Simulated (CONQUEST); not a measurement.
# Y under changes of volume

One of the cells (33.012 Å³/atom); the others are scaled copies at fixed shape and fractional positions:

```
Y
1.0
     3.64740    0.00000    0.00000
     0.00000    5.73060    0.00000
     0.00000    0.00000    6.31748
Y
4
Direct
  0.00000 0.75000 0.33333
  0.50000 0.75000 0.83333
  0.00000 0.25000 0.66667
  0.50000 0.25000 0.16667
```

```yaml
Program: CONQUEST 1.3
Functional: PBE
Potentials_or_basis: PseudoDojo NC PBE, DZP, grid of 36 × 60 × 60 points
k_mesh: 7 × 5 × 4
Occupations: fermi-dirac, width 0.05 eV
Spin: no spin polarisation
```

```csv
volume (Å³/atom),energy over the lowest point (meV/atom),pressure (GPa),largest force (eV/Å)
31.031,18.52,3.0,0.001
31.691,8.39,2.0,0.001
32.351,2.29,1.1,0.003
33.012,0.00,0.1,0.000
33.672,1.40,-0.7,0.002
34.332,?,?,?
34.992,13.73,-2.2,0.002
```

Task: What does the run at 34.332 Å³/atom give?

Result: Energy over the lowest point 6.06 meV/atom; pressure -1.4 GPa; largest force 0.002 eV/Å.

Worked out: A Birch-Murnaghan fit of order 3 (a polynomial in V^(-2/3)) to the other rows has its minimum at 33.09 Å³/atom with B0 = V·E''(V) = 43 GPa (rough, since the energies scatter) at fixed shape and positions, which overstates the stiffness. It gives 6.00 meV/atom at 34.332 Å³/atom, against the run's 6.06, and -dE/dV = -1.5 GPa, against -1.4.

Energies are extrapolated to zero smearing.

Caveats: the basis of atomic orbitals isn't converged, which shifts pressures, moduli and gaps.
